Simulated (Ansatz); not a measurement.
# Ni: a scan of SCF settings, part 2 of 2

Which SCF settings change the result for Ni, and which only the effort? The default run comes first. System: Ni, its experimental structure (space group Fm-3m); the cell holds 1 atom. Source: COD entry 9012985, which need not be the ambient phase.

Ansatz 0.2.0; DFT LDA, PAW, plane waves, scalar-relativistic.

### 5 Gaussian smearing, width 0.3 eV

input.yaml

```yaml
crystal:
  lattice:
    - [0.0, 1.7675, 1.7675]
    - [1.7675, 0.0, 1.7675]
    - [1.7675, 1.7675, 0.0]
  atoms:
    - { symbol: Ni, position: [0.0, 0.0, 0.0], spin: 2.0 }
magnetization:
  spin_polarized: true
hamiltonian:
  xc: lda
  pseudopotentials: { kind: paw }
basis:
  ecutwfc: 420
kpoints:
  mp_grid: { grid: [12, 12, 12] }
scf:
  occupations: { method: gaussian, width: 0.3 }
  lower_state_search: "off"
  max_iter: 70
output:
  forces: true
  stress: true
```

Started as:

```bash
$ ansatz run input.yaml --threads 2 --pin off --max-ram 5120MiB --backend cpu --events-out ev --progress --plain --runs-dir out
```

Standard output:

```text
[... 18 lines as in an earlier run ...]
Starting moments: Σ|m| = 2 μB on 1 of 1 site
[... 2 lines as in an earlier run ...]
iter 1 solved again at ethr=4.57e-5 eV; its pass at ethr=3.10e-3 eV (dr2=8.23e-3 eV) is discarded
SCF iter   1: F=—  HF=-5773.071950 eV  |F-HF|=—  |Δ(HF+E_count)|=         —  Δρ=1.28e-1 (↑1.28e-1 ↓1.21e-1)  dr2=8.56e-3  dr2_m=1.57e0  M=0.923 μB ∫|m|=1.012 μB  β_m=0.30  ethr=4.57e-5  ⟨swp⟩=1.1  Hψ=12458  notcnv=0
Mixer restart at iter 1: flushing history
preconditioner: auto → none  [metal: Δε(μ)=0.026 eV  Ē_g=16.596 eV  σ=0.300 eV  W_gap=0.05  n_scr=0 (ndim 8)  ℏωp=35.3 eV  f_vac=0.000  D(μ)=1.57/eV (n_scr^D=26)]
[... 1 line as in an earlier run ...]
SCF iter   2: F=—  HF=-5773.184443 eV  |F-HF|=—  |Δ(HF+E_count)|=   1.12e-1  Δρ=1.10e-1 (↑9.34e-2 ↓1.10e-1)  dr2=2.01e-2  dr2_m=1.04e0  M=0.827 μB ∫|m|=0.928 μB  β_m=0.55  ethr=4.57e-5  ⟨swp⟩=2.5  Hψ=3209  notcnv=0
SCF iter   3: F=—  HF=-5773.793110 eV  |F-HF|=—  |Δ(HF+E_count)|=   6.09e-1  Δρ=9.57e-2 (↑9.57e-2 ↓9.13e-2)  dr2=2.10e0  dr2_m=7.49e-4  M=0.738 μB ∫|m|=0.815 μB  β_m=0.43  ethr=4.57e-5  ⟨swp⟩=3.6  Hψ=5271  notcnv=0
SCF iter   4: F=—  HF=-5773.347449 eV  |F-HF|=—  |Δ(HF+E_count)|=   4.46e-1  Δρ=5.74e-3 (↑4.99e-3 ↓5.74e-3)  dr2=9.70e-4  dr2_m=2.19e-3  M=0.580 μB ∫|m|=0.666 μB  β_m=0.68  ethr=4.57e-5  ⟨swp⟩=2.6  Hψ=5424  notcnv=0  defer=50
SCF iter   5: F=—  HF=-5773.349654 eV  |F-HF|=—  |Δ(HF+E_count)|=   2.21e-3  Δρ=1.93e-3 (↑1.93e-3 ↓1.88e-3)  dr2=5.01e-5  dr2_m=3.26e-4  M=0.594 μB ∫|m|=0.667 μB  β_m=0.84  ethr=5.39e-6  ⟨swp⟩=2.1  Hψ=3327  notcnv=0  defer=50
SCF iter   6: F=—  HF=-5773.350217 eV  |F-HF|=—  |Δ(HF+E_count)|=   5.63e-4  Δρ=9.86e-4 (↑9.86e-4 ↓2.59e-4)  dr2=9.20e-5  dr2_m=1.35e-5  M=0.600 μB ∫|m|=0.665 μB  β_m=0.87  ethr=2.78e-7  ⟨swp⟩=2.1  Hψ=3264  notcnv=0  defer=50
SCF iter   7: F=—  HF=-5773.350204 eV  |F-HF|=—  |Δ(HF+E_count)|=   1.33e-5  Δρ=1.68e-4 (↑1.00e-4 ↓1.68e-4)  dr2=2.78e-7  dr2_m=1.81e-6  M=0.598 μB ∫|m|=0.662 μB  β_m=0.94  ethr=2.78e-7  ⟨swp⟩=2.4  Hψ=2774  notcnv=0  defer=50
iter 8 did not close the SCF: its close was put off for a magnetic moment that had not settled (scf_convergence_deferred on its scf_iter line)
SCF iter   8: F=-5773.350204 eV  HF=-5773.350204 eV  |F-HF|=4.10e-10  |Δ(HF+E_count)|=   3.96e-7  Δρ=3.59e-5 (↑3.59e-5 ↓2.37e-5)  dr2=1.12e-8  dr2_m=8.92e-8  M=0.598 μB ∫|m|=0.661 μB  β_m=0.97  ethr=5.56e-10  ⟨swp⟩=4.0  Hψ=6232  notcnv=0
SCF iter   9: F=-5773.350204 eV  HF=-5773.350204 eV  |F-HF|=4.97e-10  |Δ(HF+E_count)|=   2.04e-8  Δρ=4.58e-6 (↑4.58e-6 ↓1.19e-6)  dr2=7.56e-10  dr2_m=7.99e-10  M=0.598 μB ∫|m|=0.661 μB  ethr=6.23e-11  ⟨swp⟩=2.0  Hψ=5960  notcnv=0
SCF 1 converged in 9 iterations: F = -5773.350204 eV  dr2 = 7.56e-10
SCF converged after 9 iterations
Magnetization: 0.5976 μB (9.2988 up, 8.7012 down)
Absolute magnetization: 0.6612 μB (∫|ρ↑−ρ↓|, with the PAW one-centre terms)
Spin contamination: 0.0043 ħ² per cell (⟨S²⟩ above its minimum at these occupations)
Per-site moments (μB) at R_I (Å): [(0.6252068849864586, 1.0310942694914589)]
Free energy (F): -5773.350204 eV
Harris-Foulkes:  -5773.350204 eV  (|F-HF|=4.97e-10)
Internal energy: -5773.271014 eV  (E = F + TS)
E sigma→0 (E₀):  -5773.310609 eV
Entropy (-TS):   -0.079190 eV (-79.190 meV/atom)
Fermi energy:    17.351870 eV
--- Per-component energies (eV) ---
  E_band       = -293.598048
  E_kinetic    = 282.489144
  E_local      = -3463.621843  (includes V_loc(G=0)·N_el)
  E_nonlocal   = 638.554327
  E_hartree    = 1441.688506
  E_xc         = -84.361358
  E_vxc        = -109.202514  (∫ρ·V_xc dr)
  E_paw        = -1562.908921  (= ΣΔE_a)
  E_vpaw       = -525.196675  (= ΣTr[D̂ρ^β])
  E_aug_tail   = 0.000392  (compensation charges beyond the density's cutoff)
  E_ewald      = -3025.545382
  E_core_change = 0.434120  (= ΣΔE_core)
  E_smearing   = -0.079190  (= −TS)
  E_closure    = -0.000000  (closes the sum)
  Σ components = -5773.350204   (vs F -5773.350204, Δ=0.00e0)
--- Forces (eV/Å), atoms counted from 1 ---
  atom   1  Ni    -0.00000000     0.00000000    -0.00000000
  max |Σ_I F_I| component: 5.55e-32 eV/Å
--- Stress (GPa, compression-positive) ---
      -18.834814       0.000000       0.000000
       -0.000000     -18.834814      -0.000000
       -0.000000      -0.000000     -18.834814
  P = ⅓ Tr σ = -18.8348 GPa (-188.348 kbar)
```

Wall time 0.98 s (2 threads of Arm Neoverse V2, shared host); peak memory 0.25 GiB.

It takes 9 iterations (default 10). Against the default run: free energy shifted by -11.2 meV/atom, zero-width estimate shifted by -0.8 meV/atom, pressure -18.8 GPa against -19.0.

### 6 Broyden, β 0.7, history 8, no preconditioner

input.yaml, as its differences from that of step 5:

```diff
@@ -17,5 +17,7 @@
 scf:
-  occupations: { method: gaussian, width: 0.3 }
+  occupations: { method: fermi_dirac, width: 0.1 }
   lower_state_search: "off"
+  algorithm: density_mixing
   max_iter: 70
+  mixing: { algorithm: broyden, ndim: 8, beta: 0.7, preconditioner: none }
 output:
```

Started as:

```bash
$ ansatz run input.yaml --threads 2 --pin off --max-ram 5120MiB --backend cpu --events-out ev --progress --plain --runs-dir out
```

Standard output:

```text
[... 18 lines as in an earlier run ...]
Starting moments: Σ|m| = 2 μB on 1 of 1 site
[... 3 lines as in an earlier run ...]
SCF iter   1: F=—  HF=-5773.062332 eV  |F-HF|=—  |Δ(HF+E_count)|=         —  Δρ=1.28e-1 (↑1.28e-1 ↓1.20e-1)  dr2=9.37e-3  dr2_m=1.55e0  M=0.926 μB ∫|m|=1.016 μB  β_m=1.30  ethr=4.97e-5  ⟨swp⟩=1.0  Hψ=13750  notcnv=0
Mixer restart at iter 1: flushing history
[... 1 line as in an earlier run ...]
SCF iter   2: F=—  HF=-5773.129002 eV  |F-HF|=—  |Δ(HF+E_count)|=   6.67e-2  Δρ=3.55e-2 (↑3.55e-2 ↓1.89e-2)  dr2=1.75e-1  dr2_m=9.89e-3  M=0.713 μB ∫|m|=0.864 μB  β_m=2.80  ethr=4.97e-5  ⟨swp⟩=2.0  Hψ=4037  notcnv=0  κ⁻¹=1.0e0(r=1)
SCF iter   3: F=—  HF=-5773.350261 eV  |F-HF|=—  |Δ(HF+E_count)|=   2.21e-1  Δρ=5.87e-2 (↑2.86e-2 ↓5.87e-2)  dr2=4.38e-1  dr2_m=2.86e-2  M=0.744 μB ∫|m|=0.855 μB  β_m=2.80  ethr=4.97e-5  ⟨swp⟩=2.9  Hψ=5182  notcnv=0  defer=3  κ⁻¹=4.4e-1(r=2)
SCF iter   4: F=—  HF=-5773.318523 eV  |F-HF|=—  |Δ(HF+E_count)|=   3.17e-2  Δρ=1.86e-2 (↑4.94e-3 ↓1.86e-2)  dr2=1.33e-2  dr2_m=1.32e-2  M=0.699 μB ∫|m|=0.798 μB  β_m=2.80  ethr=4.97e-5  ⟨swp⟩=2.2  Hψ=4889  notcnv=0  defer=34  κ⁻¹=1.3e-4(r=3)
SCF iter   5: F=—  HF=-5773.332811 eV  |F-HF|=—  |Δ(HF+E_count)|=   1.43e-2  Δρ=1.04e-2 (↑4.54e-3 ↓1.04e-2)  dr2=2.64e-3  dr2_m=5.42e-3  M=0.675 μB ∫|m|=0.752 μB  β_m=2.80  ethr=4.97e-5  ⟨swp⟩=1.6  Hψ=2972  notcnv=0  defer=34  κ⁻¹=1.1e-4(r=4)
[... 6 lines left out ...]
SCF iter  12: F=—  HF=-5773.339051 eV  |F-HF|=—  |Δ(HF+E_count)|=   1.46e-7  Δρ=8.07e-5 (↑8.07e-5 ↓5.70e-5)  dr2=3.82e-8  dr2_m=4.78e-7  M=0.612 μB ∫|m|=0.677 μB  β_m=2.80  ethr=3.51e-10  ⟨swp⟩=3.1  Hψ=5320  notcnv=0  κ⁻¹=2.1e-8(r=8)
iter 13 did not close the SCF: its close was put off for a magnetic moment that had not settled (scf_convergence_deferred on its scf_iter line)
SCF iter  13: F=-5773.339051 eV  HF=-5773.339051 eV  |F-HF|=1.18e-8  |Δ(HF+E_count)|=   6.33e-8  Δρ=1.22e-5 (↑9.56e-6 ↓1.22e-5)  dr2=5.63e-10  dr2_m=1.20e-8  M=0.612 μB ∫|m|=0.678 μB  β_m=2.80  ethr=2.12e-10  ⟨swp⟩=3.6  Hψ=5706  notcnv=0  κ⁻¹=5.0e-8(r=8)
SCF iter  14: F=-5773.339051 eV  HF=-5773.339051 eV  |F-HF|=1.41e-10  |Δ(HF+E_count)|=   1.80e-8  Δρ=2.37e-6 (↑2.37e-6 ↓1.82e-6)  dr2=2.19e-11  dr2_m=4.44e-10  M=0.612 μB ∫|m|=0.677 μB  ethr=3.13e-12  ⟨swp⟩=1.3  Hψ=6040  notcnv=0
SCF 1 converged in 14 iterations: F = -5773.339051 eV  dr2 = 2.19e-11
this state was not tested for a lower state beside it, because the mixer in use, unlike msr1, does not test its closes by its own steps (another_mixer; see scf.mixing.algorithm and scf.lower_state_search)
SCF converged after 14 iterations
Magnetization: 0.6121 μB (9.3060 up, 8.6940 down)
Absolute magnetization: 0.6781 μB (∫|ρ↑−ρ↓|, with the PAW one-centre terms)
Spin contamination: 0.0045 ħ² per cell (⟨S²⟩ above its minimum at these occupations)
Per-site moments (μB) at R_I (Å): [(0.6406819226089121, 1.0310942694914589)]
Free energy (F): -5773.339051 eV
Harris-Foulkes:  -5773.339051 eV  (|F-HF|=1.41e-10)
Internal energy: -5773.280501 eV  (E = F + TS)
E sigma→0 (E₀):  -5773.309776 eV
Entropy (-TS):   -0.058550 eV (-58.550 meV/atom)
Fermi energy:    17.356008 eV
[... 24 lines left out: energy terms, forces, stress ...]
```

Wall time 1.2 s (2 threads of Arm Neoverse V2, shared host); peak memory 0.25 GiB.

Compared with step 2: the same free energy; 14 iterations in place of 10.

### 7 Comparison

```tsv
step	settings	iterations	time	against the default run
2	default SCF settings	10	1.1 s	reference
3	Fermi–Dirac width 0.001 eV, no switch to direct minimisation	13	1.2 s	free energy shifted by +31.2 meV/atom, zero-width estimate shifted by +1.9 meV/atom, moments Ni1 0.72 μB against Ni1 0.64
4	1 band beyond the filled ones	10	1.1 s	the same free energy
5	Gaussian smearing, width 0.3 eV	9	0.98 s	free energy shifted by -11.2 meV/atom, zero-width estimate shifted by -0.8 meV/atom, pressure -18.8 GPa against -19.0
6	Broyden, β 0.7, history 8, no preconditioner	14	1.2 s	the same free energy
```

Decimal logarithm of the largest residual (eV) by iteration, counted through all cycles of a run:

| iteration | step 2 | step 3 | step 4 | step 5 | step 6 |
| --- | --- | --- | --- | --- | --- |
| 1 | 0.2 | 0.1 | 0.2 | 0.2 | 0.2 |
| 2 | 0.0 | 0.1 | 0.0 | 0.0 | -0.8 |
| 3 | 0.3 | 0.1 | 0.3 | 0.3 | -0.4 |
| 4 | -2.4 | -1.2 | -2.4 | -2.7 | -1.9 |
| 5 | -3.4 | -2.7 | -3.4 | -3.5 | -2.3 |
| 6 | -4.4 | -2.0 | -4.5 | -4.0 | -2.7 |
| 7 | -5.6 | -2.3 | -5.6 | -5.7 | -3.1 |
| 8 | -6.6 | -3.4 | -6.5 | -7.0 | -3.8 |
| 9 | -8.1 | -4.5 | -8.1 | -9.1 | -5.0 |
| 10 | -10.5 | -4.6 | -10.3 | - | -5.4 |
| 12 | - | -6.5 | - | - | -6.3 |
| 13 | - | -9.2 | - | - | -7.9 |
| 14 | - | - | - | - | -9.4 |

### 8 What came out

The summary covers parts 1 to 2.

| quantity | value |
| --- | --- |
| default run | 10 iterations, ferromagnetic, site moments Ni1 0.64 μB, total 0.61 μB per cell, no gap on the k-mesh |
| fewest iterations to that state among the runs shown | 10 (default SCF settings) |
| most iterations to it | 14 (Broyden, β 0.7, history 8, no preconditioner) |
| runs that end in another state, among changes of path alone | 0 |
| largest shift of the free energy by occupations, cutoff, mesh or field | +31.2 meV/atom (Fermi–Dirac width 0.001 eV, no switch to direct minimisation) |

In words: 3 runs solve the same problem and reach the default's state, in 10 to 14 iterations: there the settings change the path, not the answer. Occupations, cutoff, mesh and fields change the problem that is solved, not just the path; the largest shift here is that of “Fermi–Dirac width 0.001 eV, no switch to direct minimisation”. Other settings tried on this cell gave no result: unknown mixer pulay2 (input refused); cutoff 60 eV (input refused); fixed occupations (input refused); cutoff in an unknown unit (input refused); Anderson, β 0.02, history 2, no preconditioner (not converged after 70 iterations, still settling). Counts include iterations that the program adds to test a close, so a difference of one or two ranks nothing. The starting density is a sum of atomic densities.
